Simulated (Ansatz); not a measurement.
## Two Ansatz runs on TiSi

The cell is built from the zincblende type as a first guess.

First run: DFT, PBE, PAW with Ansatz's default frozen-core files, scalar-relativistic (Ansatz 0.2.0).

Command: `ansatz run input.yaml --threads 1 --pin off --max-ram 2048MiB --backend cpu --events-out ev --progress --plain --runs-dir out` The run took 12 s on 1 thread of Arm Neoverse V1, on a shared host, peak memory 0.36 GiB.

```yaml
crystal:
  lattice:
    - [0.0, 2.9490149925, 2.9490149925]
    - [2.9490149925, 0.0, 2.9490149925]
    - [2.9490149925, 2.9490149925, 0.0]
  atoms:
    - { symbol: Ti, position: [0.0, 0.0, 0.0] }
    - { symbol: Si, position: [0.25, 0.25, 0.25] }
kpoints:
  mp_grid: { grid: [12, 12, 12] }
scf:
  occupations: { method: fermi_dirac, width: 0.05 }
hamiltonian:
  xc: pbe
  pseudopotentials: { kind: paw }
output:
  forces: true
  stress: true
relax:
  f_tol: 0.005
  max_steps: 80
  cell: {}
```

Result: converged; relaxed volume 24.274 Å³/atom; 18 SCF iterations in all.

The input is then changed:

```diff
@@ -10,5 +10,5 @@
   mp_grid: { grid: [12, 12, 12] }
 scf:
-  occupations: { method: fermi_dirac, width: 0.05 }
+  occupations: { method: methfessel_paxton, width: 0.2 }
 hamiltonian:
   xc: pbe
@@ -17,4 +17,8 @@
   forces: true
   stress: true
+  write_density: true
+  write_potential: true
+  elf: true
+  volumetric_format: npy
 relax:
   f_tol: 0.005
```

(1) Predict the outcome of the changed run.

## Answers

(1) It converged; energy at zero smearing +0.1 meV/atom from the first run; relaxed volume 24.282 Å³/atom; 15 SCF iterations in all. Some of these settings are too coarse for converged properties.
